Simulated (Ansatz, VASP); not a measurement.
One calculation of Sr, two programs

INCAR

```
SYSTEM = Sr
PREC = Accurate
ENCUT = 520
EDIFF = 1E-7
ISMEAR = 0
SIGMA = 0.15
LREAL = .False.
LASPH = .True.
NELM = 80
ALGO = Fast
ISIF = 2
LWAVE = .False.
LCHARG = .False.
GGA = PE
NBANDS = 11
```

Contents of KPOINTS:

```
regular mesh
0
Gamma
  14 14 14
  0 0 0
```

Contents of POSCAR:

```
Sr
1.0
    0.0000000000      2.8902325000      3.1944675000
    2.8902325000      0.0000000000      3.1944675000
    2.8902325000      2.8902325000      0.0000000000
Sr
1
Direct
    0.0000000000      0.0000000000      0.0000000000
```

Input for Ansatz:

```yaml
crystal:
  lattice:
    - [0.0, 2.8902325, 3.1944675]
    - [2.8902325, 0.0, 3.1944675]
    - [2.8902325, 2.8902325, 0.0]
  atoms:
    - { symbol: Sr, position: [0.0, 0.0, 0.0] }
basis:
  ecutwfc: 420
kpoints:
  mp_grid: { grid: [14, 14, 14] }
hamiltonian:
  xc: pbe
scf:
  occupations: { method: gaussian, width: 0.15 }
output:
  forces: true
  stress: true
  eigenvalues: true
```

Change from the starting cell: strain -0.050 along x and y, +0.050 along z, atoms carried along.

Alike in both runs: task single point; functional PBE; k mesh 14 × 14 × 14; occupations gaussian, width 0.15 eV; no spin polarisation.

|  | VASP | Ansatz |
| --- | --- | --- |
| version | VASP 6.6.1 | Ansatz 0.2.0 |
| potentials or method | VASP PAW PBE potentials, release 64 (Sr_sv) | scalar-relativistic, plane waves, PAW |
| plane-wave cutoff (eV) | 520 | 420 |
| valence electrons in the cell | 10 | 10 |

|  | VASP | Ansatz | Ansatz less VASP |
| --- | --- | --- | --- |
| gap on the k mesh at the Fermi level (eV) | none | none | - |
| pressure (GPa) | 0.3 | 0.3 | -0.01 |
| largest component of the traceless stress (GPa) | 0.55 | 0.55 | +0.002 |

A gap of «none» marks a metal or a gap that the smearing closes. With one functional, cell and mesh, what is left measures potentials, basis and numerics.
